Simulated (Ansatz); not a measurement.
Stackings of close-packed layers of BaTe (capitals for Ba, lower case for the other element), each relaxed to a stress under 0.05 GPa; energies count from the stacking AcBaCb (Fm-3m).

Level of theory: Ansatz 0.2.0, DFT PBE, scalar-relativistic, plane waves, PAW.

Cutoff 420 eV; k points 6×6×6 on the computed 4-atom cell (Γ-centred); Gaussian smearing, width 0.02 eV; no spin polarisation.

Start (AbAc):

```xyz
4
Lattice="4.9951 0.0000 0.0000 -2.4975 4.3259 0.0000 0.0000 0.0000 8.1569" Properties=species:S:1:pos:R:3 pbc="T T T"
Ba    0.0000    0.0000    0.0000
Te    0.0000    2.8839    2.0392
Ba    0.0000    0.0000    4.0784
Te    2.4975    1.4420    6.1177
```

What does the relaxation give?

The free energy falls by 19 meV/atom.

| Property | Result |
| --- | --- |
| excess energy (meV/atom) | 73.1 |
| spacing of like layers (Å) | 4.296 |
| a (Å) | 4.899 |
| gap on the mesh (eV) | 1.75 |

Relaxed structure:
```
CELL_PARAMETERS angstrom
4.89858 0.00000 0.00000
-2.44929 4.24229 0.00000
0.00000 0.00000 8.59137
ATOMIC_POSITIONS crystal
Ba 0.00000 0.00000 0.00000
Te 0.33333 0.66667 0.25000
Ba 0.00000 0.00000 0.50000
Te 0.66667 0.33333 0.75000
```

Spin-orbit coupling is left out, which matters for the bands of heavy elements.

Time: 27 s on 1 thread of Intel(R) Xeon(R) Platinum 8488C (Sapphire Rapids) (shared host), peak memory 0.63 GiB.